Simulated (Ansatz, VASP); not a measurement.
**One calculation of CaS, two programs**

Contents of INCAR:

```
SYSTEM = CaS
ALGO = Fast ; EDIFF = 1E-6
ENCUT = 520 ; GGA = PE
ISIF = 2 ; ISMEAR = 0
LASPH = .TRUE. ; LCHARG = .FALSE.
LREAL = .FALSE. ; LWAVE = .FALSE.
NBANDS = 15 ; NELM = 100
PREC = Accurate ; SIGMA = 0.02
```

File KPOINTS:

```
k-points
0
G
  8 8 8
  0 0 0
```

The input POSCAR:

```
CaS
1.0
    0.0000000000      2.9462009000      2.9462009000
    2.9462009000      0.0000000000      2.9462009000
    2.9462009000      2.9462009000      0.0000000000
Ca S
1 1
Direct
    0.0000000000      0.0000000000      0.0000000000
    0.5000000000      0.5000000000      0.5000000000
```

Input for Ansatz:

```yaml
crystal:
  lattice:
    - [0.0, 2.9462009, 2.9462009]
    - [2.9462009, 0.0, 2.9462009]
    - [2.9462009, 2.9462009, 0.0]
  atoms:
    - { symbol: Ca, position: [0.0, 0.0, 0.0] }
    - { symbol: S, position: [0.5, 0.5, 0.5] }
basis:
  ecutwfc: 420
kpoints:
  mp_grid: { grid: [8, 8, 8] }
hamiltonian:
  xc: pbe
scf:
  occupations: { method: gaussian, width: 0.02 }
output:
  forces: true
  stress: true
  eigenvalues: true
```

Alike in both runs: task single point; functional PBE; k mesh 8 × 8 × 8; occupations gaussian, width 0.02 eV; no spin polarisation.

```csv
,VASP,Ansatz
version,VASP 6.6.1,Ansatz 0.2.0
potentials or method,"VASP PAW PBE potentials, release 64 (Ca_sv, S)","scalar-relativistic, plane waves, PAW"
plane-wave cutoff (eV),520,420
valence electrons in the cell,16,16
```

Ansatz gave:

* gap on the k mesh at the Fermi level (eV): 2.55
* least direct gap on the mesh (eV): 3.29
* pressure (GPa): -4.4

Problem. Estimate VASP's values.

Solution. gap on the k mesh at the Fermi level (eV): 2.55; least direct gap on the mesh (eV): 3.28; pressure (GPa): -4.3.

A k mesh can miss the band edges.
